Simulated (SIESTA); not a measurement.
## Ge in SIESTA: the effect of strain zz

Ge:

```xyz
2
Lattice="1.4881 -2.5947 0.0000 1.4881 2.5947 0.0000 0.0000 0.0000 4.5385" Properties=species:S:1:pos:R:3 pbc="T T T"
Ge    1.4881    0.8643    1.1346
Ge    1.4881   -0.8643    3.4039
```

The cell isn't the ideal one: cell strained along z.

Alike in all runs:

* Program: SIESTA 5.4.2
* Task: band structure
* Functional: PBEsol
* Potentials or basis: PseudoDojo 0.4 standard (PBEsol files)
* Basis: DZP (energy shift 0.003 Ry; two zetas on semicore shells)
* Grid cutoff: 800 Ry
* Energy shift: 0.003 Ry
* k mesh: 10 × 10 × 6
* Occupations: fermi-dirac, width 0.05 eV
* Spin: no spin polarisation

```tsv
strain zz	pressure (GPa)
-0.04	5.6
-0.02	3.5
0	?
0.02	0.0
0.04	-1.3
```

Question: What does the run with strain zz 0 give?

Answer: Pressure 1.9 GPa.

Worked out: A parabola through the other rows of the pressure, of slope -86.5 GPa per unit of strain zz there, gives 1.6 GPa, against the run's 1.9.

Caveats: the basis of atomic orbitals isn't converged, which shifts pressures, moduli and gaps.
